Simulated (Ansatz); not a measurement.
Crystal: Hf.

```
Hf
1.0
     3.19670    0.00000    0.00000
    -1.59835    2.76842    0.00000
     0.00000    0.00000    5.05780
Hf
2
Direct
  0.66667 0.33333 0.75000
  0.33333 0.66667 0.25000
```

Base run:

| Property | Result |
| --- | --- |
| Program | Ansatz 0.2.0 |
| Functional | LDA |
| Potentials or basis | all-electron LAPW, scalar-relativistic |
| Cutoff | 213 eV |
| Density cutoff | 852 eV |
| Basis error allowed | 0.001 eV/atom |
| k mesh | 10 × 10 × 5 |
| Occupations | fermi-dirac, width 0.05 eV |
| Spin | no spin polarisation |

Its results: pressure -7.8 GPa.

Problem. The run is repeated on the same cell with these changes: functional from LDA to PBEsol. What comes out?

Solution. Pressure -3.9 GPa.

PBEsol binds less tightly than LDA, so the same cell stands under more pressure.

Not every run made on this cell is shown here.
